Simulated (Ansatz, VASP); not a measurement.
## In in VASP and in Ansatz

```
CELL_PARAMETERS angstrom
-1.88253 1.88253 1.88253
1.88253 -1.88253 1.88253
1.88253 1.88253 -1.88253
ATOMIC_POSITIONS crystal
In 0.00000 0.00000 0.00000
```

Alike in both runs: task relaxation of cell and atoms; functional PBE; k mesh 16 × 16 × 16; occupations gaussian, width 0.1 eV; no spin polarisation.

|  | VASP | Ansatz |
| --- | --- | --- |
| version | VASP 6.6.1 | Ansatz 0.2.0 |
| potentials or method | VASP PAW PBE potentials, release 64 (In_d) | scalar-relativistic, plane waves, PAW |
| plane-wave cutoff (eV) | 600 | 420 |
| valence electrons in the cell | 13 | 13 |

VASP gave:

| Item | Value |
| --- | --- |
| gap on the k mesh at the Fermi level, each at its own relaxed structure (eV) | none |
| relaxed volume (Å³/atom) | 27.84 |
| relaxed cell length with the largest relative difference (Å) | 3.307 |
| energy change over the relaxation (meV/atom) | -6 |

Q: Estimate Ansatz's values.

A: gap on the k mesh at the Fermi level, each at its own relaxed structure (eV): none; relaxed volume (Å³/atom): 27.86; relaxed cell length with the largest relative difference (Å): 3.308; energy change over the relaxation (meV/atom): -6.

A gap of «none» marks a metal or a gap that the smearing closes.
